**Q:** I have silicon computed at seven volumes, but the gaps at two of them are hidden from me. Can I work them out from the other five before I look?

Silicon in the diamond structure (two-atom cell), computed with GPAW 26.7.0 using PBE, PAW data sets (gpaw-data 1.2.1) and a 400 eV plane-wave cutoff, without spin polarisation or spin–orbit coupling. The 5 × 5 × 5 k mesh includes the zone centre; Fermi-Dirac smearing is 0.001 eV. Both gaps are differences between PBE levels at mesh points.

```csv
volume (Å³/atom),shortest distance (Å),gap on mesh (eV),direct gap on mesh (eV)
18.955,2.309,0.470,2.570
19.358,2.325,0.510,2.563
19.762,2.341,0.548,2.556
20.165,2.357,?,?
20.568,2.373,?,?
20.971,2.388,0.650,2.532
21.375,2.403,0.681,2.459
```

**A:** You can try, if you first ask which electron states each gap connects. The "gap on mesh" is the smallest energy from any filled to any empty state. Here it runs from the zone centre, where the valence band has its top, to a mesh point 80% of the way to the zone boundary point X. The true lowest empty state lies close to that point but not exactly on it, so the gap on this coarse mesh is slightly larger than the full PBE gap. The "direct gap on mesh" compares filled and empty states at the same point of the zone.

A useful size to remember is that one per cent more volume opens the first gap by nearly 0.02 eV. That is only a third of a per cent in bond length.

**Q:** The direct gap shrinks instead. Why should two gaps of one crystal move in opposite directions?

**A:** In every known row but the last, both gaps start from the same valence top, so the difference must come from their upper states. How fast such a state moves depends on how it is built. Take an empty state made of s orbitals with opposite signs on neighbouring atoms. This antibonding combination is pushed up by the overlap along all four bonds of an atom, so it comes down quickly when the bonds lengthen.

The zone centre has such a level, and the levels of these runs show how fast it moves. One per cent more volume brings it about 0.11 eV closer to the valence top. Just below it lies a threefold level made mainly of p orbitals, and this one sets the gap at the zone centre. It is the antibonding partner of the valence top, so longer bonds should bring the two together. Yet the same one per cent brings them only about 0.004 eV closer. Part of the reason is expected to be that the head-on and sideways overlaps of p orbitals largely work against each other at the zone centre.

**Q:** And the state towards X, which moves away from the valence top?

**A:** That sign is a known regularity of silicon and many related semiconductors, though not of diamond, and the table shows it clearly. These numbers don't isolate its cause, so I use it as an observed trend.

**Q:** Then what happened in the last row? The direct gap suddenly drops by 0.07 eV.

**A:** The smallest direct gap has moved to another point of the zone. Up to 20.971 Å³ per atom, the known rows have it at the zone centre. In the last row it lies on the way to the boundary point L, where the empty state is expected to share some of that s-antibonding character. The zone-centre gap in that row is still 2.523 eV, so nothing abrupt happened there.

The gap towards L closes by about 0.04 eV per per cent of volume, ten times as fast as the zone-centre gap. The two cross near 21.0 Å³ per atom on this mesh. A finer mesh that includes L itself could shift that volume.

**Q:** So I mustn't draw one curve through all the direct gaps. What should I draw?

**A:** Follow one pair of states at a time. For a small strain, the distance between two levels changes in proportion to the relative change of volume. If the factor stayed the same, adding up such small steps would give a straight line in the logarithm of the volume. The slope is called a relative deformation potential.

The slope of the indirect gap is itself falling, from 1.90 eV per unit of $\ln V$ between the two smallest volumes to 1.62 eV between the two largest. I therefore add a quadratic term. With $V$ the volume per atom and $x=\ln(V/20.165\ \text{Å}^3)$, the fit to the five known rows is

$$E_\text{gap}=0.5838+1.749\,x-1.438\,x^2\quad\text{(in eV)}.$$

**Q:** Let me do the larger hidden volume, 20.568 Å³, which was not in the fit. The logarithm of 20.568/20.165 is 0.0198, so

$$E_\text{gap}=0.5838+0.0346-0.0006=0.618\ \text{eV}.$$

**A:** That is the forecast. At 20.165 Å³, $x$ is zero and the constant alone gives 0.584 eV. Both values lie between their known neighbours and slightly above the straight line.

**Q:** And the direct gap?

**A:** First decide which point of the zone is lowest. Continued to the hidden volumes, the gap towards L would be 2.71 and 2.63 eV, still above the zone-centre gap. I expect the direct gap to stay at the zone centre in both rows and to fall by about 0.01 eV or less per step, with no sudden drop.

A second quadratic, fitted to the zone-centre gaps of the five known rows, gives 2.548 eV and then 2.540 eV. For the last row it uses the zone-centre gap, not the smaller value in the table.

**Q:** How sure are you?

**A:** I give each of the four values ±0.002 eV. That covers the rounding of the table and the small uncertainty of the curvature. It is an error bar for what this calculation will return, not for the gap of real silicon.

**Q:** Then let's look.

The withheld rows as computed:

```csv
volume (Å³/atom),shortest distance (Å),gap on mesh (eV),direct gap on mesh (eV)
20.165,2.357,0.584,2.548
20.568,2.373,0.618,2.540
```

**A:** All four forecasts agree with the computed values to the last printed digit. The direct gap also falls as gently as expected, with no sign of the change of state seen at the largest volume. The remaining misses are smaller than the rounding, so they need no explanation.

**Q:** Would the straight line have done as well?

**A:** No. It comes out about 0.003 eV too low at both volumes, outside the range I gave. The curvature is small but real in these data. Still, both hidden points lie between known ones, so the success shows that the gaps vary smoothly. It does not prove the orbital picture.

**Q:** Is there a place where that picture fails?

**A:** Yes, if you make it too simple. A simple rule lets the splitting between bonding and antibonding p levels fall as the inverse square of the bond length. From the first row to the last, the zone-centre gap would then shrink by 0.20 eV, but it shrinks by only 0.05 eV. The rule gets the direction right and the size wrong by a factor of four.

**Q:** What may I use if I need the effect of strain on a real wafer?

**A:** Use the changes rather than the gaps themselves, because PBE makes the gaps of silicon much too small. A G0W0 calculation in the same runs raises the indirect gap by about half an electronvolt. Its basis-set extrapolation is poor, so that shift is not settled.

The opening with volume depends much less on the method: it is 0.21 eV in PBE and 0.18 eV in G0W0 over the full range, though the second value rests on the same extrapolation. Both describe a crystal stretched equally in all directions. A film stretched only in its plane also has its bands split by the change of shape, and that needs its own calculation. The printed output below gives the fits and their misses.

Numerical output:

```
fit of gap_on_mesh on 5 rows: constant 0.5807 +/- 0.0011, coefficient of x 1.75 +/- 0.023; rms 0.00182, worst 19.762 -0.00261, leave-one-out rms 0.00326
  rows outside the fit (model, value, miss): 20.165 0.5807, 0.584, -0.0033; 20.568 0.6153, 0.618, -0.00268
fit of gap_on_mesh on 5 rows: constant 0.5838 +/- 0.00015, coefficient of x 1.749 +/- 0.0016, coefficient of x2 -1.438 +/- 0.059; rms 0.000105, worst 20.971 0.000177, leave-one-out rms 0.000316
  rows outside the fit (model, value, miss): 20.165 0.5838, 0.584, -0.00018; 20.568 0.6179, 0.618, -0.000124
fit of gcentre on 5 rows: constant 2.548 +/- 0.00016, coefficient of x -0.3922 +/- 0.0017, coefficient of x2 -0.7044 +/- 0.063; rms 0.000112, worst 19.358 0.000173, leave-one-out rms 0.000364
  rows outside the fit (model, value, miss): 20.165 2.548, 2.548, 0.000331; 20.568 2.54, 2.54, 0.000295
error bar of every forecast, plus or minus, eV: 0.002
forecast of indirect gap at the two withheld volumes, eV: 0.5838, 0.6179
forecast of direct gap (zone centre) at the two withheld volumes, eV: 2.548, 2.54
gap towards L expected at the two withheld volumes, eV: 2.714, 2.627
gap towards L in the last row, line less computed, eV: -0.0003196
slope of indirect gap between the two smallest volumes, eV per unit ln V: 1.901
slope of indirect gap between the two largest volumes, eV per unit ln V: 1.625
slope of gap towards L, eV per unit ln V: -4.376
slope of zone-centre gap to the single s-antibonding level, eV per unit ln V: -11.48
volume where the direct gap changes k point on this mesh, cubic angstrom per atom: 21.03
change of zone-centre gap from first to last row, eV: -0.047
same change if the gap scaled as 1/d squared, eV: -0.1971
opening of indirect gap from first to last row, PBE, eV: 0.211
opening of indirect gap from first to last row, G0W0, eV: 0.1843
```
